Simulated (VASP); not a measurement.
# GdN (Fm-3m) in VASP: notebook

Runs on GdN. Level: PBE+U. Tasks: single point.

Everything below comes from runs of VASP 6.6.1. Logs are shortened: lines on timing, memory, paths and dates and some standing lists are left out, and cuts for length are marked.

## Step 1: The structure

The structure is cubic, space group Fm-3m (No. 225). The conventional cell has a = 5.010 Å, b = 5.010 Å, c = 5.010 Å, α = 90.00°, β = 90.00°, γ = 90.00°. Gd (site symmetry m-3m) has 6 N at 2.50 Å as nearest neighbours. N (site symmetry m-3m) has 6 Gd at 2.50 Å as nearest neighbours.

The cell comes from a database or a generator and needn't be the stable form of this composition.

## Step 2: Single point, PBE+U, collinear spin, ferromagnetic start

The input, INCAR:

```
PREC = Accurate
ENCUT = 520
EDIFF = 1E-7
ISMEAR = -1
SIGMA = 0.05
LREAL = False
LASPH = True
NELM = 150
ALGO = Normal
ISIF = 2
LWAVE = False
LCHARG = False
ISPIN = 2
MAGMOM = 7 7 0 0
LORBIT = 11
LMAXMIX = 6
LDAU = True
LDAUTYPE = 2
LDAUL = 3 -1
LDAUU = 6 0
LDAUJ = 0 0
LDAUPRINT = 1
GGA = PE
NBANDS = 35
```

The input, KPOINTS:

```
Automatic mesh
0
Gamma
  7 7 7
```

The input, POSCAR:

```
GdN
1.0
    2.5050000000      2.5050000000      5.0100000000
    5.0100000000      2.5050000000      2.5050000000
    2.5050000000      5.0100000000      2.5050000000
Gd N
2 2
Direct
    0.0000000000      0.0000000000      0.0000000000
    0.5000000000      0.5000000000      0.5000000000
    0.2500000000      0.2500000000      0.2500000000
    0.7500000000      0.7500000000      0.7500000000
```

Potentials or basis: VASP PAW PBE potentials, release 64 (Gd, N).

Run with:

```console
$ cat potpaw_PBE.64/Gd/POTCAR potpaw_PBE.64/N/POTCAR > POTCAR
$ mpirun -np 1 vasp_std > vasp.out
```

OUTCAR:

```text
PREC = Accurate
   ENCUT = 520
   EDIFF = 1E-7
   ISMEAR = -1
   LREAL = False
   LASPH = True
   NELM = 150
   ISIF = 2
   ISPIN = 2
   LORBIT = 11
   GGA = PE

 ion  position               nearest neighbor table
   1  0.000  0.000  0.000-   4 2.50   4 2.50   4 2.50   3 2.50   3 2.50   3 2.50   2 3.54   2 3.54
                             2 3.54   2 3.54   2 3.54   2 3.54
   2  0.500  0.500  0.500-   3 2.50   3 2.50   3 2.50   4 2.50   4 2.50   4 2.50   1 3.54   1 3.54
                             1 3.54   1 3.54   1 3.54   1 3.54
   3  0.250  0.250  0.250-   1 2.50   1 2.50   1 2.50   2 2.50   2 2.50   2 2.50
   4  0.750  0.750  0.750-   2 2.50   2 2.50   2 2.50   1 2.50   1 2.50   1 2.50

  LATTYP: Found a trigonal (rhomboedric) cell.
 ALAT       =     6.1359718057
 COS(alpha) =     0.8333333333

  Lattice vectors:

 A1 = (   2.5050000000,   2.5050000000,   5.0100000000)
 A2 = (   5.0100000000,   2.5050000000,   2.5050000000)
 A3 = (   2.5050000000,   5.0100000000,   2.5050000000)

Analysis of symmetry for initial positions (statically):
=====================================================================
 Subroutine PRICEL returns following result:

  LATTYP: Found a face centered cubic cell.
 ALAT       =     5.0100000000
[... 12 lines left out ...]
 Subroutine GETGRP returns: Found 12 space group operations
 (whereof 12 operations were pure point group operations)
 out of a pool of 12 trial point group operations.

The static configuration has the point symmetry D_3d.

Analysis of symmetry for dynamics (positions and initial velocities):
=====================================================================
 Subroutine PRICEL returns following result:

  LATTYP: Found a face centered cubic cell.
 ALAT       =     5.0100000000
[... 12 lines left out ...]
 Subroutine GETGRP returns: Found 12 space group operations
 (whereof 12 operations were pure point group operations)
 out of a pool of 12 trial point group operations.

The dynamic configuration has the point symmetry D_3d.

Analysis of structural, dynamic, and magnetic symmetry:
=====================================================================
 Subroutine PRICEL returns following result:

  LATTYP: Found a face centered cubic cell.
 ALAT       =     5.0100000000
[... 12 lines left out ...]
 Subroutine GETGRP returns: Found 12 space group operations
 (whereof 12 operations were pure point group operations)
 out of a pool of 12 trial point group operations.

The overall configuration has the point symmetry D_3d.

 Subroutine INISYM returns: Found 12 space group operations
 (whereof 12 operations are pure point group operations),
 and found     2 'primitive' translations

----------------------------------------------------------------------------------------

                                     Primitive cell

  volume of cell :      31.4379

  direct lattice vectors                    reciprocal lattice vectors
[... 171 lines left out ...]

 onsite density matrix

spin component  1

  0.9919  0.0000  0.0011 -0.0000  0.0000  0.0000  0.0000
  0.0000  0.9892  0.0000 -0.0000  0.0000  0.0000 -0.0000
  0.0011  0.0000  0.9913  0.0000  0.0000  0.0000 -0.0000
 -0.0000 -0.0000  0.0000  0.9927  0.0000 -0.0000  0.0000
  0.0000  0.0000  0.0000  0.0000  0.9913 -0.0000 -0.0011
  0.0000  0.0000  0.0000 -0.0000 -0.0000  0.9905  0.0000
  0.0000 -0.0000 -0.0000  0.0000 -0.0011  0.0000  0.9919

spin component  2

  0.0075  0.0000  0.0032  0.0000 -0.0000  0.0000  0.0000
  0.0000  0.0004  0.0000 -0.0000  0.0000 -0.0000 -0.0000
  0.0032  0.0000  0.0059  0.0000 -0.0000  0.0000  0.0000
  0.0000 -0.0000  0.0000  0.0101  0.0000  0.0000 -0.0000
 -0.0000  0.0000 -0.0000  0.0000  0.0059 -0.0000 -0.0032
  0.0000 -0.0000  0.0000  0.0000 -0.0000  0.0033  0.0000
  0.0000 -0.0000  0.0000 -0.0000 -0.0032  0.0000  0.0075

 occupancies and eigenvectors

  o =  0.0004  v =  0.0000  0.0000  0.0000  0.0000  0.0000  0.0000  0.0000  0.0000 -1.0000  0.0000 -0.0000  0.0000 -0.0000 -0.0000      0.0000  0.0000  0.0000  0.0000  0.0000  0.0000  0.0000  0.0000  0.0000  0.0000  0.0000  0.0000  0.0000  0.0000
  o =  0.0033  v =  0.0000  0.0000  0.0000  0.0000  0.0000  0.0000  0.0000  0.2770 -0.0000 -0.3592  0.0001  0.2862  0.8147  0.2203      0.0000  0.0000  0.0000  0.0000  0.0000  0.0000  0.0000  0.0000  0.0000  0.0000  0.0000  0.0000  0.0000  0.0000
  o =  0.0033  v =  0.0000  0.0000  0.0000  0.0000  0.0000  0.0000  0.0000 -0.4163  0.0000  0.5363 -0.0012  0.5786  0.0534  0.4489      0.0000  0.0000  0.0000  0.0000  0.0000  0.0000  0.0000  0.0000  0.0000  0.0000  0.0000  0.0000  0.0000  0.0000
  o =  0.0034  v =  0.0000  0.0000  0.0000  0.0000  0.0000  0.0000  0.0000 -0.3536  0.0000  0.4564 -0.0000 -0.4564  0.5774 -0.3536      0.0000  0.0000  0.0000  0.0000  0.0000  0.0000  0.0000  0.0000  0.0000  0.0000  0.0000  0.0000  0.0000  0.0000
  o =  0.0100  v =  0.0000  0.0000  0.0000  0.0000  0.0000  0.0000  0.0000 -0.4564 -0.0001 -0.3536  0.5774 -0.3536  0.0000  0.4564      0.0000  0.0000  0.0000  0.0000  0.0000  0.0000  0.0000  0.0000  0.0000  0.0000  0.0000  0.0000  0.0000  0.0000
  o =  0.0101  v =  0.0000  0.0000  0.0000  0.0000  0.0000  0.0000  0.0000 -0.5311  0.0000 -0.4123 -0.7374 -0.0409 -0.0005  0.0507      0.0000  0.0000  0.0000  0.0000  0.0000  0.0000  0.0000  0.0000  0.0000  0.0000  0.0000  0.0000  0.0000  0.0000
  o =  0.0101  v =  0.0000  0.0000  0.0000  0.0000  0.0000  0.0000  0.0000 -0.3669  0.0000 -0.2829  0.3506  0.4983 -0.0011 -0.6435      0.0000  0.0000  0.0000  0.0000  0.0000  0.0000  0.0000  0.0000  0.0000  0.0000  0.0000  0.0000  0.0000  0.0000
  o =  0.9892  v = -0.0001  1.0000 -0.0001  0.0002 -0.0001 -0.0000  0.0001  0.0000  0.0000  0.0000  0.0000  0.0000  0.0000  0.0000      0.0000  0.0000  0.0000  0.0000  0.0000  0.0000  0.0000  0.0000  0.0000  0.0000  0.0000  0.0000  0.0000  0.0000
  o =  0.9905  v =  0.4429 -0.0000 -0.5620  0.0124 -0.5480  0.0174 -0.4326  0.0000  0.0000  0.0000  0.0000  0.0000  0.0000  0.0000      0.0000  0.0000  0.0000  0.0000  0.0000  0.0000  0.0000  0.0000  0.0000  0.0000  0.0000  0.0000  0.0000  0.0000
  o =  0.9905  v = -0.2321  0.0000  0.3174  0.0003 -0.3410 -0.8162 -0.2508  0.0000  0.0000  0.0000  0.0000  0.0000  0.0000  0.0000      0.0000  0.0000  0.0000  0.0000  0.0000  0.0000  0.0000  0.0000  0.0000  0.0000  0.0000  0.0000  0.0000  0.0000
  o =  0.9905  v =  0.3536 -0.0000 -0.4564 -0.0000  0.4564 -0.5774  0.3536  0.0000  0.0000  0.0000  0.0000  0.0000  0.0000  0.0000      0.0000  0.0000  0.0000  0.0000  0.0000  0.0000  0.0000  0.0000  0.0000  0.0000  0.0000  0.0000  0.0000  0.0000
  o =  0.9927  v =  0.2833 -0.0000  0.2334  0.8151  0.2826 -0.0007 -0.3479  0.0000  0.0000  0.0000  0.0000  0.0000  0.0000  0.0000      0.0000  0.0000  0.0000  0.0000  0.0000  0.0000  0.0000  0.0000  0.0000  0.0000  0.0000  0.0000  0.0000  0.0000
  o =  0.9927  v =  0.5800 -0.0000  0.4422  0.0469 -0.4125  0.0123  0.5437  0.0000  0.0000  0.0000  0.0000  0.0000  0.0000  0.0000      0.0000  0.0000  0.0000  0.0000  0.0000  0.0000  0.0000  0.0000  0.0000  0.0000  0.0000  0.0000  0.0000  0.0000
  o =  0.9927  v = -0.4564 -0.0003 -0.3536  0.5774 -0.3536  0.0000  0.4564  0.0000  0.0000  0.0000  0.0000  0.0000  0.0000  0.0000      0.0000  0.0000  0.0000  0.0000  0.0000  0.0000  0.0000  0.0000  0.0000  0.0000  0.0000  0.0000  0.0000  0.0000

 number of electron      46.0000003 magnetization      14.0000227

 Free energy of the ion-electron system (eV)
  ---------------------------------------------------
  ext. energy  EPLUGINS =         0.00000000
  ---------------------------------------------------
  free energy    TOTEN  =       -45.62334839 eV

  energy without entropy =      -45.62217756  energy(sigma->0) =      -45.62276298

 E-fermi :   3.6867     XC(G=0): -11.5029

 val. band max:        3.5277550992   @ k =   0.2857   0.1429   0.1429
 cond. band min:       3.6867415476   @ k =   0.1429   0.1429   0.1429
 fundamental gap:      0.1589864484
 Fermi energy:         3.6866992970

 spin component 1

 k-point     1 :       0.0000    0.0000    0.0000
  band No.  band energies     occupation
      1     -40.0371      1.00000
      2     -39.9517      1.00000
      3     -18.1176      1.00000
      4     -17.1235      1.00000
      5     -17.1235      1.00000
      6     -17.0351      1.00000
[... 1817 lines left out ...]
     34       9.8883      0.00000
     35       9.9517      0.00000

 [... further k-points ...]

------------------------ aborting loop because EDIFF is reached ----------------------------------------

  FORCE on cell =-STRESS in cart. coord.  units (eV):
  Direction    XX          YY          ZZ          XY          YZ          ZX
  --------------------------------------------------------------------------------------
  -------------------------------------------------------------------------------------
  Total       -0.1556811     -0.1556811     -0.1556811     -0.0076900     -0.0076900     -0.0076900
  in kB       -3.9670111     -3.9670111     -3.9670111     -0.1959534     -0.1959534     -0.1959534
  external PRESSURE =      -3.9670111 kB  Pullay stress =       0.0000000 kB

 VOLUME and BASIS-vectors are now :
 -----------------------------------------------------------------------------
  energy-cutoff  :      520.00
  volume of cell :       62.88
      direct lattice vectors                 reciprocal lattice vectors
     2.505000000  2.505000000  5.010000000    -0.099800399 -0.099800399  0.299401198
     5.010000000  2.505000000  2.505000000     0.299401198 -0.099800399 -0.099800399
     2.505000000  5.010000000  2.505000000    -0.099800399  0.299401198 -0.099800399

 POSITION                                       TOTAL-FORCE (eV/Angst)
 -----------------------------------------------------------------------------------
      0.00000      0.00000      0.00000        -0.000000      0.000000      0.000000
      5.01000      5.01000      5.01000         0.000000      0.000000     -0.000000
      2.50500      2.50500      2.50500        -0.000000     -0.000000      0.000000
      7.51500      7.51500      7.51500        -0.000000     -0.000000      0.000000
 -----------------------------------------------------------------------------------
    total drift:                               -0.000000     -0.000000      0.000000

  FREE ENERGIE OF THE ION-ELECTRON SYSTEM (eV)
  ---------------------------------------------------
  free  energy   TOTEN  =       -45.6233483902 eV

  energy  without entropy=      -45.6221775606  energy(sigma->0) =      -45.62276298

 total charge

# of ion       s       p       d       f       tot
--------------------------------------------------
    1        2.034   5.666   0.534   6.972  15.207
    2        2.034   5.666   0.534   6.972  15.207
    3        1.248   2.383   0.000   0.000   3.631
    4        1.248   2.383   0.000   0.000   3.631
--------------------------------------------------
tot          6.565  16.097   1.068  13.944  37.674

 magnetization (x)

# of ion       s       p       d       f       tot
--------------------------------------------------
    1       -0.006  -0.086   0.071   6.893   6.872
    2       -0.006  -0.086   0.071   6.893   6.872
    3       -0.009  -0.105   0.000   0.000  -0.114
    4       -0.009  -0.105   0.000   0.000  -0.114
--------------------------------------------------
tot         -0.030  -0.382   0.141  13.787  13.516
```

It took 22 min on 1 thread of Intel Xeon Platinum 8488C (Sapphire Rapids), shared host; peak memory 0.48 GiB.

Results:

- Free energy: -45.6233 eV
- Pressure: -0.4 GPa
- Band gap on the k mesh: none (metal or under the smearing width)
- Net moment: 14.00 μB per cell
- Site moments: Gd +6.87; N -0.11 μB
- Valence electrons inside the program's atomic spheres: Gd 15.21; N 3.63

Eigenvalues of the final occupation matrices:
```
    site  spin  trace                         eigenvalues
site 1 f     1   6.94  0.99 0.99 0.99 0.99 0.99 0.99 0.99
site 1 f     2   0.04  0.00 0.00 0.00 0.00 0.01 0.01 0.01
site 2 f     1   6.94  0.99 0.99 0.99 0.99 0.99 0.99 0.99
site 2 f     2   0.04  0.00 0.00 0.00 0.00 0.01 0.01 0.01
```

Caveat: spin-orbit coupling is left out, which moves the levels of the heavy elements.

## Step 3: Single point, PBE+U, collinear spin, antiferromagnetic start

Changes to INCAR since step 2:

```diff
@@ -13,3 +13,3 @@
 ISPIN = 2
-MAGMOM = 7 7 0 0
+MAGMOM = 7 -7 0 0
 LORBIT = 11
```

KPOINTS is that of step 2.

POSCAR is that of step 2.

Potentials or basis: VASP PAW PBE potentials, release 64 (Gd, N).

Run with:

```console
$ cat potpaw_PBE.64/Gd/POTCAR potpaw_PBE.64/N/POTCAR > POTCAR
$ mpirun -np 1 vasp_std > vasp.out
```

It took 21 min on 1 thread of Intel Xeon Platinum 8488C (Sapphire Rapids), shared host; peak memory 0.53 GiB.

The run converged. Its results:

```
Free energy                                           : -45.6099 eV
Pressure                                              : -0.2 GPa
Band gap on the k mesh                                : 0.19 eV
Net moment                                            : 0.00 μB per cell
Site moments                                          : Gd +6.86, -6.86; N +0.00 μB
Valence electrons inside the program's atomic spheres : Gd 15.21; N 3.63
```

Stress tensor (GPa, compression positive):
```
-0.18  0.06  0.06
 0.06 -0.18  0.06
 0.06  0.06 -0.18
```

Levels at points of the mesh, in eV from the valence-band top:
Spin up:
| k point | band 19 | band 20 | band 21 | band 22 | band 23 | band 24 | band 25 | band 26 | band 27 | band 28 |
| --- | --- | --- | --- | --- | --- | --- | --- | --- | --- | --- |
| (0.00, 0.00, 0.00) | -2.23 | -2.23 | -0.01 | 0.00 | 0.00 | 3.04 | 3.04 | 3.05 | 3.58 | 4.66 |
Spin down:
```
           k point  band 20  band 21  band 22  band 23  band 24  band 25  band 26  band 27
(0.00, 0.00, 0.00)    -2.23    -0.01     0.00     0.00     3.04     3.04     3.05     3.58
```

Eigenvalues of the final occupation matrices:
| site | spin | trace | eigenvalues |
| --- | --- | --- | --- |
| site 1 f | 1 | 6.94 | 0.99 0.99 0.99 0.99 0.99 0.99 0.99 |
| site 1 f | 2 | 0.04 | 0.00 0.00 0.00 0.00 0.01 0.01 0.01 |
| site 2 f | 1 | 0.04 | 0.00 0.00 0.00 0.00 0.01 0.01 0.01 |
| site 2 f | 2 | 6.94 | 0.99 0.99 0.99 0.99 0.99 0.99 0.99 |

Caveat: spin-orbit coupling is left out, which moves the levels of the heavy elements; an odd mesh through Γ misses points on the zone boundary, where band edges often lie.
